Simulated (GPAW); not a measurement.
# BN (F-43m) in GPAW: notebook

Aim: see how the results for BN move with the level of theory and the settings. Levels: LDA, AM05, PBEsol, PBE. Tasks: dielectric tensor.

Program: GPAW 26.7.0. These are calculated values, not measurements. Logs are shortened: lines on timing, memory, paths and dates and some standing lists are left out, and cuts for length are marked. The log counts tension as positive stress, the text compression.

**Experimental background.**

A printed reference work, monograph reports, for a bulk crystal of BN at 300 K: band gap 6.4 eV (indirect).

The results are compared with them further down.

### 1 Starting point

It takes space group F-43m (No. 216, cubic). Conventional cell: a = 3.626 Å, b = 3.626 Å, c = 3.626 Å, α = 90.00°, β = 90.00°, γ = 90.00°. N (site symmetry -43m) is surrounded by 4 B at 1.57 Å. Around B (site symmetry -43m) lie 4 N at 1.57 Å.

The cell is a database's computed one.

### 2 Dielectric tensor, LDA

Contents of run.py:

```python
import numpy as np
from ase import Atoms
from ase.dft.bandgap import bandgap
from ase.io import write
from gpaw import GPAW, PW
from gpaw.response.df import DielectricFunction

atoms = Atoms(['N', 'B'],
              cell=[[0.0, 1.813001, 1.813001],
                    [1.813001, 0.0, 1.813001],
                    [1.813001, 1.813001, 0.0]],
              scaled_positions=[[0.25, 0.25, 0.25],
                                [0.0, 0.0, 0.0]],
              pbc=True)

calc = GPAW(mode=PW(600),
            xc='LDA',
            kpts={'size': (10, 10, 10), 'gamma': True},
            occupations={'name': 'fermi-dirac', 'width': 0.001},
            nbands=11,
            convergence={'density': 1e-06},
            maxiter=150,
            txt='gpaw.txt')
atoms.calc = calc
energy = atoms.get_potential_energy()
calc.write('gs.gpw')
write('result.traj', atoms)
print(f'Energy: {energy:.6f} eV')
print('Fermi level:', round(calc.get_fermi_level(), 4), 'eV')
print(f'Gap: {bandgap(calc)[0]:.4f} eV, direct: {bandgap(calc, direct=True)[0]:.4f} eV')

for size in [(32, 32, 32)]:
    name = 'x'.join(str(n) for n in size)
    dense = calc.fixed_density(kpts={'size': size, 'gamma': True},
                               nbands=30, convergence={'bands': 24, 'eigenstates': 1e-7},
                               update_fermi_level=True, txt=f'dense-{name}.txt')
    dense.write(f'{name}.gpw', mode='all')
    df = DielectricFunction(f'{name}.gpw', frequencies=np.array([0.0]), hilbert=False, eta=0.001,
                            ecut=80, nbands=24, intraband=False, txt=f'df-{name}.txt')
    for xc in ['RPA']:
        for direction in ['x', 'y', 'z', [0, 1, 1], [1, 0, 1], [1, 1, 0]]:
            e0, e = df.get_macroscopic_dielectric_constant(xc=xc, direction=direction)
            print(f'{name} {xc} {direction}: {e0:.4f} without, {e:.4f} with local fields')
```

Potentials or basis: the program's PAW data sets (release 1.2.1) made for this functional, pw.

Started as:

```bash
$ OMP_NUM_THREADS=1 python run.py
```

gpaw.txt:

```text
__  _  _
 | _ |_)|_||  |
 |__||  | ||/\| - 26.7.0

Input parameters:
  mode=PW(ecut=600.0),
  convergence={'density': 1e-06},
  kpts=MonkhorstPack(size=(10, 10, 10), gamma=True),
  maxiter=150,
  nbands=11,
  occupations=Occupations(name='fermi-dirac', width=0.001),
  xc=XC(name='LDA')

Diagonalizing LCAO Hamiltonian
Converting LCAO to pw mode

          N
       B

Atoms  # Å, Bohr magnetons
|   | symbol |        x |        y |        z |    initial magnetic moments |
|---|--------|----------|----------|----------|-----------------------------|
| 0 |      N | 0.906501 | 0.906501 | 0.906501 | ( 0.0000,  0.0000,  0.0000) |
| 1 |      B | 0.000000 | 0.000000 | 0.000000 | ( 0.0000,  0.0000,  0.0000) |

Unit cell  # Å
| periodic |        x |        y |        z |  lengths |    angles |
|----------|----------|----------|----------|----------|-----------|
|      yes | 0.000000 | 1.813001 | 1.813001 | 2.563971 | 60.000000 |
|      yes | 1.813001 | 0.000000 | 1.813001 | 2.563971 | 60.000000 |
|      yes | 1.813001 | 1.813001 | 0.000000 | 2.563971 | 60.000000 |

Number of symmetries: 24
Symmetry operations  # r_c * U_cc + t_c -> r_c
|    | kind |            matrix            |
|----|------|------------------------------|
|  0 |  E   |  1, 0, 0,  0, 1, 0,  0, 0, 1 |
|  1 |  σ   |  1, 0, 0,  0, 0, 1,  0, 1, 0 |
|  2 |  σ   |  1, 0,-1,  0, 1,-1,  0, 0,-1 |
|  3 |  C3  |  1, 0,-1,  0, 0,-1,  0, 1,-1 |
|  4 |  C3  |  1,-1, 0,  0,-1, 1,  0,-1, 0 |
|  5 |  σ   |  1,-1, 0,  0,-1, 0,  0,-1, 1 |
|  6 |  σ   |  0, 1, 0,  1, 0, 0,  0, 0, 1 |
|  7 |  C3  |  0, 1, 0,  0, 0, 1,  1, 0, 0 |
|  8 |  C2  |  0, 1,-1,  1, 0,-1,  0, 0,-1 |
|  9 |  S4  |  0, 1,-1,  0, 0,-1,  1, 0,-1 |
| 10 |  C3  |  0, 0, 1,  1, 0, 0,  0, 1, 0 |
| 11 |  σ   |  0, 0, 1,  0, 1, 0,  1, 0, 0 |
| 12 |  S4  |  0, 0,-1,  1, 0,-1,  0, 1,-1 |
| 13 |  C3  |  0, 0,-1,  0, 1,-1,  1, 0,-1 |
| 14 |  S4  |  0,-1, 1,  1,-1, 0,  0,-1, 0 |
| 15 |  C2  |  0,-1, 1,  0,-1, 0,  1,-1, 0 |
| 16 |  C3  |  0,-1, 0,  1,-1, 0,  0,-1, 1 |
| 17 |  S4  |  0,-1, 0,  0,-1, 1,  1,-1, 0 |
| 18 |  S4  | -1, 1, 0, -1, 0, 1, -1, 0, 0 |
| 19 |  C3  | -1, 1, 0, -1, 0, 0, -1, 0, 1 |
| 20 |  C3  | -1, 0, 1, -1, 1, 0, -1, 0, 0 |
| 21 |  S4  | -1, 0, 1, -1, 0, 0, -1, 1, 0 |
| 22 |  σ   | -1, 0, 0, -1, 1, 0, -1, 0, 1 |
| 23 |  C2  | -1, 0, 0, -1, 0, 1, -1, 1, 0 |

BZ-sampling:
  Number of BZ points: 1000
  Number of IBZ points: 47

  Monkhorst-Pack size: [10, 10, 10]
  Monkhorst-Pack shift: [0.05, 0.05, 0.05]

K-points  # in reciprocal-cell coordinates
|     |                                coordinates |     weight |
|-----|--------------------------------------------|------------|
|   0 | (  0.00000000,   0.00000000,   0.00000000) | 0.00100000 |
|   1 | (  0.10000000,   0.10000000,   0.00000000) | 0.00600000 |
|   2 | (  0.10000000,   0.10000000,   0.10000000) | 0.00800000 |
|   3 | (  0.20000000,   0.10000000,   0.10000000) | 0.01200000 |
|   4 | (  0.20000000,   0.20000000,   0.00000000) | 0.00600000 |
|   5 | (  0.20000000,   0.20000000,   0.10000000) | 0.02400000 |
|   6 | (  0.20000000,   0.20000000,   0.20000000) | 0.00800000 |
|   7 | (  0.30000000,   0.20000000,   0.10000000) | 0.02400000 |
|   8 | (  0.30000000,   0.20000000,   0.20000000) | 0.02400000 |
|   9 | (  0.30000000,   0.30000000,   0.00000000) | 0.00600000 |
| ... |                                            |            |
|  46 | (  0.50000000,   0.50000000,   0.50000000) | 0.00400000 |

Plane wave coefficients: 411
Cutoff: 600.0 eV

Spin-components: 1 (collinear spins)
Bands:           11
Projectors:      10
Spin-degeneracy: 2
Datatype:        complex128

Parallelization:
  kpt:    1
  domain: 1
  band:   1

Density:
  Valence electrons: 8.0
  Components: 1
  Grid points: [15 15 15]
  Charge: 0.0  # |e|

Potential:
  Grid points: [15 15 15]

species:
  N:
    name:    Nitrogen
    Z:       7.0
    valence: 5
    core:    2
    charge:  0.0  # [|e|]
    compensation charges:
      type: gauss
      rc: 0.18  # [Å]
      lmax: 2
    cutoffs:
      filter: 1.11  # [Å]
      core: 0.96  # [Å]
    projectors
    | kind |    occ | energy [eV] | rcut [Å] |
    |------|--------|-------------|----------|
    |   2s |  2.000 |     -18.420 |    0.603 |
    |   2p |  3.000 |      -7.237 |    0.529 |
    |    s |        |       8.791 |    0.603 |
    |    p |        |      19.974 |    0.529 |
    |    d |        |       0.000 |    0.577 |

    Using partial waves for N as LCAO basis

  B:
    name:    Boron
    Z:       5.0
    valence: 3
    core:    2
    charge:  0.0  # [|e|]
    compensation charges:
      type: gauss
      rc: 0.20  # [Å]
      lmax: 2
    cutoffs:
      filter: 1.14  # [Å]
      core: 1.42  # [Å]
    projectors
    | kind |    occ | energy [eV] | rcut [Å] |
    |------|--------|-------------|----------|
    |   2s |  2.000 |      -9.383 |    0.635 |
    |   2p |  1.000 |      -3.714 |    0.635 |
    |    s |        |      17.828 |    0.635 |
    |    p |        |      23.498 |    0.635 |
    |    d |        |       0.000 |    0.635 |

    Using partial waves for B as LCAO basis

Reference energy: -2133.488728  # eV

eigensolver:
  PPCG
  Converge bands: occupied
  niter=2

density mixing:
  MSR1-Mixer
  Pratt-step length: 0.05
  Maximum mixing coefficient: 0.75
  Old densities: 10
  SVD Regularization: 0.005
  Good broyden scale: 1.0
  Trust region scale: 1.0
  Backstep threshold: 4.0
  History deletion threshold: 6.0
  Fourier metric: weight=20.0, sigma=0.015

occupation numbers:
  Fermi-Dirac:
    width: 0.0010  # eV

poisson solver:
  ecut: 4800.0  # eV

xc functional:
  name: None

convergence criteria:
- Maximum integral of absolute [dens]ity change: 1e-06 electrons / valence electron
- Maximum [total energy] change in last 3 cyles: 0.0005 eV / valence electron
- Maximum integral of absolute [eigenst]ate change: 4e-08 eV^2 / valence electron
maximum number of iterations: 150

SCF iterations
|iter     | |      energy | eigst |  dens |
|---------|-|-------------|-------|-------|
|iter:   1| |  -20.206806 | +0.07 |       |
|iter:   2| |  -20.026574 | -2.08 | -0.74 |
|iter:   3| |  -19.303300 | -1.41 | -0.78 |
|iter:   4| |  -19.283060 | -3.07 | -1.39 |
|iter:   5| |  -19.280896 | -3.65 | -1.86 |
|iter:   6| |  -19.280895c| -5.43 | -2.61 |
|iter:   7| |  -19.280896c| -7.34 | -3.68 |
|iter:   8| |  -19.280896c| -7.61c| -4.36 |
|iter:   9| |  -19.280896c| -8.78c| -5.96 |
|iter:  10| |  -19.280896c| -9.83c| -6.63c|

Converged in 10 steps
Energy contributions relative to reference atoms: (reference = -2133.488728)

Energy contributions:
  Kinetic:          14.725324
  Coulomb:         -13.891753
  Zero:             -0.001018
  External:          0.000000
  Xc:              -20.113450
  Entropy:          -0.000000
  Spinorbit:         0.000000
  ----------------------------
  Free energy:     -19.280896
  Extrapolated:    -19.280896

dipole moment: (-7.347663, -7.347663, -7.347663)  # |e|*Ang

Fermi level: 11.911
Eigenvalues  # (at kpt = [0.000, 0.000, 0.000])
| band index |      eig [eV] | occ [0-2] |
|------------|---------------|-----------|
|          0 |       -10.285 |     2.000 |
|          1 |         9.703 |     2.000 |
|          2 |         9.703 |     2.000 |
|          3 |         9.703 |     2.000 |
|          4 |        18.350 |     0.000 |
|          5 |        18.350 |     0.000 |
|          6 |        18.350 |     0.000 |
|          7 |        19.969 |     0.000 |
|          8 |        34.036 |     0.000 |
|          9 |        37.512 |     0.000 |
|         10 |        37.702 |     0.000 |

Gap: 4.331 eV
Transition (v -> c):
  (s=0, k=0, n=3, [0.00, 0.00, 0.00]) -> (s=0, k=41, n=4, [0.50, 0.50, 0.00])
Direct/indirect transitions are different
Direct gap: 8.647 eV
Transition at: (s=0, k=0, n=3, [0.00, 0.00, 0.00])
# Writing to gs.gpw (mode='')
```

Wall time 3.3 min (1 thread of Arm Neoverse V1, shared host); peak memory 0.55 GiB.

What came out:

* Free energy: -19.2809 eV
* Band gap on the k mesh: 4.33 eV, indirect (least direct gap 8.65 eV)
* Electronic dielectric tensor (diagonal): 4.57

Electronic dielectric tensor:
```
4.57 0.00 0.00
0.00 4.57 0.00
0.00 0.00 4.57
```

Caveat: the long-wavelength limit can be off by a per cent or two.

### 3 Dielectric tensor, AM05

run.py: that of step 2 with these lines changed.

```diff
@@ -4,4 +4,6 @@
 from ase.io import write
-from gpaw import GPAW, PW
+from gpaw import GPAW, PW, setup_paths
 from gpaw.response.df import DielectricFunction
+
+setup_paths.insert(0, '.')
 
@@ -16,3 +18,3 @@
 calc = GPAW(mode=PW(600),
-            xc='LDA',
+            xc='AM05',
             kpts={'size': (10, 10, 10), 'gamma': True},
```

Potentials or basis: PAW data sets generated in the run's folder for this functional, pw.

Started as:

```bash
$ gpaw-setup -f AM05 B N
$ OMP_NUM_THREADS=1 python run.py
```

gpaw.txt:

```text
__  _  _
 | _ |_)|_||  |
 |__||  | ||/\| - 26.7.0

Input parameters:
  mode=PW(ecut=600.0),
  convergence={'density': 1e-06},
  kpts=MonkhorstPack(size=(10, 10, 10), gamma=True),
  maxiter=150,
  nbands=11,
  occupations=Occupations(name='fermi-dirac', width=0.001),
  xc=XC(name='AM05')

Diagonalizing LCAO Hamiltonian
Converting LCAO to pw mode

          N
       B

Atoms  # Å, Bohr magnetons
|   | symbol |        x |        y |        z |    initial magnetic moments |
|---|--------|----------|----------|----------|-----------------------------|
| 0 |      N | 0.906501 | 0.906501 | 0.906501 | ( 0.0000,  0.0000,  0.0000) |
| 1 |      B | 0.000000 | 0.000000 | 0.000000 | ( 0.0000,  0.0000,  0.0000) |

Unit cell  # Å
| periodic |        x |        y |        z |  lengths |    angles |
|----------|----------|----------|----------|----------|-----------|
|      yes | 0.000000 | 1.813001 | 1.813001 | 2.563971 | 60.000000 |
|      yes | 1.813001 | 0.000000 | 1.813001 | 2.563971 | 60.000000 |
|      yes | 1.813001 | 1.813001 | 0.000000 | 2.563971 | 60.000000 |

Number of symmetries: 24
Symmetry operations  # r_c * U_cc + t_c -> r_c
|    | kind |            matrix            |
|----|------|------------------------------|
|  0 |  E   |  1, 0, 0,  0, 1, 0,  0, 0, 1 |
|  1 |  σ   |  1, 0, 0,  0, 0, 1,  0, 1, 0 |
|  2 |  σ   |  1, 0,-1,  0, 1,-1,  0, 0,-1 |
|  3 |  C3  |  1, 0,-1,  0, 0,-1,  0, 1,-1 |
|  4 |  C3  |  1,-1, 0,  0,-1, 1,  0,-1, 0 |
|  5 |  σ   |  1,-1, 0,  0,-1, 0,  0,-1, 1 |
|  6 |  σ   |  0, 1, 0,  1, 0, 0,  0, 0, 1 |
|  7 |  C3  |  0, 1, 0,  0, 0, 1,  1, 0, 0 |
|  8 |  C2  |  0, 1,-1,  1, 0,-1,  0, 0,-1 |
|  9 |  S4  |  0, 1,-1,  0, 0,-1,  1, 0,-1 |
| 10 |  C3  |  0, 0, 1,  1, 0, 0,  0, 1, 0 |
| 11 |  σ   |  0, 0, 1,  0, 1, 0,  1, 0, 0 |
| 12 |  S4  |  0, 0,-1,  1, 0,-1,  0, 1,-1 |
| 13 |  C3  |  0, 0,-1,  0, 1,-1,  1, 0,-1 |
| 14 |  S4  |  0,-1, 1,  1,-1, 0,  0,-1, 0 |
| 15 |  C2  |  0,-1, 1,  0,-1, 0,  1,-1, 0 |
| 16 |  C3  |  0,-1, 0,  1,-1, 0,  0,-1, 1 |
| 17 |  S4  |  0,-1, 0,  0,-1, 1,  1,-1, 0 |
| 18 |  S4  | -1, 1, 0, -1, 0, 1, -1, 0, 0 |
| 19 |  C3  | -1, 1, 0, -1, 0, 0, -1, 0, 1 |
| 20 |  C3  | -1, 0, 1, -1, 1, 0, -1, 0, 0 |
| 21 |  S4  | -1, 0, 1, -1, 0, 0, -1, 1, 0 |
| 22 |  σ   | -1, 0, 0, -1, 1, 0, -1, 0, 1 |
| 23 |  C2  | -1, 0, 0, -1, 0, 1, -1, 1, 0 |

BZ-sampling:
  Number of BZ points: 1000
  Number of IBZ points: 47

  Monkhorst-Pack size: [10, 10, 10]
  Monkhorst-Pack shift: [0.05, 0.05, 0.05]

K-points  # in reciprocal-cell coordinates
|     |                                coordinates |     weight |
|-----|--------------------------------------------|------------|
[... 60 lines left out ...]

  B:
    name:    Boron
    Z:       5.0
    valence: 3
    core:    2
    charge:  0.0  # [|e|]
    compensation charges:
      type: gauss
      rc: 0.20  # [Å]
      lmax: 2
    cutoffs:
      filter: 1.14  # [Å]
      core: 1.42  # [Å]
    projectors
    | kind |    occ | energy [eV] | rcut [Å] |
    |------|--------|-------------|----------|
    |   2s |  2.000 |      -9.331 |    0.635 |
    |   2p |  1.000 |      -3.537 |    0.635 |
    |    s |        |      17.880 |    0.635 |
    |    p |        |      23.674 |    0.635 |
    |    d |        |       0.000 |    0.635 |

    Using partial waves for B as LCAO basis

Reference energy: -2136.989157  # eV

eigensolver:
  PPCG
  Converge bands: occupied
  niter=2

density mixing:
  MSR1-Mixer
  Pratt-step length: 0.05
  Maximum mixing coefficient: 0.75
  Old densities: 10
  SVD Regularization: 0.005
  Good broyden scale: 1.0
  Trust region scale: 1.0
  Backstep threshold: 4.0
  History deletion threshold: 6.0
  Fourier metric: weight=20.0, sigma=0.015

occupation numbers:
  Fermi-Dirac:
    width: 0.0010  # eV

poisson solver:
  ecut: 4800.0  # eV

xc functional:
  name: AM05 with 2 nearest neighbor stencil

convergence criteria:
- Maximum integral of absolute [dens]ity change: 1e-06 electrons / valence electron
- Maximum [total energy] change in last 3 cyles: 0.0005 eV / valence electron
- Maximum integral of absolute [eigenst]ate change: 4e-08 eV^2 / valence electron
maximum number of iterations: 150

SCF iterations
|iter     | |      energy | eigst |  dens |
|---------|-|-------------|-------|-------|
|iter:   1| |  -18.691692 | +0.05 |       |
|iter:   2| |  -18.532721 | -2.17 | -0.76 |
|iter:   3| |  -17.921391 | -1.44 | -0.80 |
|iter:   4| |  -17.911418 | -3.09 | -1.40 |
|iter:   5| |  -17.910600 | -3.61 | -1.86 |
|iter:   6| |  -17.910644c| -5.50 | -2.63 |
|iter:   7| |  -17.910644c| -7.17 | -3.58 |
|iter:   8| |  -17.910644c| -8.92c| -4.30 |
|iter:   9| |  -17.910644c| -8.83c| -5.43 |
|iter:  10| |  -17.910644c| -9.75c| -6.05c|

Converged in 10 steps
Energy contributions relative to reference atoms: (reference = -2136.989157)

Energy contributions:
  Kinetic:          15.040071
  Coulomb:         -14.254238
  Zero:              0.001933
  External:          0.000000
  Xc:              -18.698410
  Entropy:          -0.000000
  Spinorbit:         0.000000
  ----------------------------
  Free energy:     -17.910644
  Extrapolated:    -17.910644

dipole moment: (-7.350550, -7.350550, -7.350550)  # |e|*Ang

Fermi level: 12.153
Eigenvalues  # (at kpt = [0.000, 0.000, 0.000])
| band index |      eig [eV] | occ [0-2] |
|------------|---------------|-----------|
|          0 |       -10.193 |     2.000 |
|          1 |         9.942 |     2.000 |
|          2 |         9.942 |     2.000 |
|          3 |         9.942 |     2.000 |
|          4 |        18.648 |     0.000 |
|          5 |        18.648 |     0.000 |
|          6 |        18.648 |     0.000 |
|          7 |        20.116 |     0.000 |
|          8 |        34.380 |     0.000 |
|          9 |        37.595 |     0.000 |
|         10 |        37.868 |     0.000 |

Gap: 4.282 eV
Transition (v -> c):
  (s=0, k=0, n=3, [0.00, 0.00, 0.00]) -> (s=0, k=41, n=4, [0.50, 0.50, 0.00])
Direct/indirect transitions are different
Direct gap: 8.706 eV
Transition at: (s=0, k=0, n=3, [0.00, 0.00, 0.00])
# Writing to gs.gpw (mode='')
```

df-32x32x32.txt:

```text
FrequencyGridDescriptor(from 0.000 to 0.000 eV, 1 points)
FrequencyGridDescriptor(from 0.000 to 0.000 eV, 1 points)

Calculating chi0 body with:
    Ground state adapter containing:
    Number of spins: 1
    Number of kpoints: 32768
    Number of irreducible kpoints: 897
    Number of completely occupied states: 4
    Number of partially occupied states: 4

    Linear response parametrization:
    q_c: [0.0, 0.0, 0.0]
    Number of frequency points: 1
    Planewave cutoff: 80.0
    Number of bands: 24
    Number of planewaves: 15
    Broadening (eta): 0.001

Integrating chi0 body.

Symmetries of q_c:
    Direct symmetries (Uq -> q): 24
    Indirect symmetries (TUq -> q): 24
In total 48 allowed symmetries.

Integral kind: response function

Calculating chi0 optical extensions with:
    Ground state adapter containing:
    Number of spins: 1
    Number of kpoints: 32768
    Number of irreducible kpoints: 897
    Number of completely occupied states: 4
    Number of partially occupied states: 4

    Linear response parametrization:
    Number of frequency points: 1
    Planewave cutoff: 80.0
    Number of bands: 24
    Number of planewaves: 15
    Broadening (eta): 0.001
Integrating chi0 head and wings.

Symmetries of q_c:
    Direct symmetries (Uq -> q): 24
    Indirect symmetries (TUq -> q): 24
In total 48 allowed symmetries.

Integral kind: response function wings

Finished calculating chi0
```

Run time: 3.3 min. Hardware: 1 thread of Arm Neoverse V1, shared host; peak memory 0.55 GiB.

What came out:

| Quantity | Value |
| --- | --- |
| Free energy | -17.9106 eV |
| Band gap on the k mesh | 4.28 eV, indirect (least direct gap 8.71 eV) |
| Electronic dielectric tensor (diagonal) | 4.58 |

Electronic dielectric tensor:
```
4.58 0.00 0.00
0.00 4.58 0.00
0.00 0.00 4.58
```

Caveat: the long-wavelength limit can be off by a per cent or two.

(Part 1 of 2 ends here.)
